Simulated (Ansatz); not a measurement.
# Au: the cost of one run

Program: Ansatz 0.2.0. Level of theory: DFT, PBE, plane-wave PAW, default files, scalar-relativistic. These are calculated values, not measurements.

This is Au in the hcp structure; at room conditions it is fcc.

### Step 1. The system as given

It takes space group P6_3/mmc (No. 194, hexagonal). The conventional cell has a = 2.900 Å, b = 2.900 Å, c = 4.880 Å, α = 90.00°, β = 90.00°, γ = 120.00°. Au (site symmetry -6m2) is surrounded by 12 Au at 2.90 to 2.96 Å.

Coordinates:

```
CELL_PARAMETERS angstrom
2.90000 0.00000 0.00000
-1.45000 2.51147 0.00000
0.00000 0.00000 4.88000
ATOMIC_POSITIONS crystal
Au 0.33333 0.66667 0.75000
Au 0.66667 0.33333 0.25000
```

### Step 2. Single point at the given positions

Contents of input.yaml:

```yaml
crystal:
  lattice:
    - [2.9, 0.0, 0.0]
    - [-1.45, 2.511473671, 0.0]
    - [0.0, 0.0, 4.88]
  atoms:
    - { symbol: Au, position: [0.3333333333, 0.6666666667, 0.75] }
    - { symbol: Au, position: [0.6666666667, 0.3333333333, 0.25] }
kpoints:
  mp_grid: { grid: [17, 17, 9] }
scf:
  occupations: { method: fermi_dirac, width: 0.02 }
hamiltonian:
  xc: pbe
  pseudopotentials: { kind: paw }
output:
  forces: true
  stress: true
  populations: true
  efg: { quadrupole_moments_barn: { Au: 0.547 }, contact_densities: true }
```

Run with:

```sh
$ ansatz run input.yaml --threads 1 --pin off --max-ram 3072MiB --backend cpu --events-out ev --progress --plain --runs-dir out
```

**Question.** How long does this run take on 1 thread of Arm Neoverse V1, shared host, and how much memory does it need?

About 8.8 s, with a peak of 0.42 GiB.
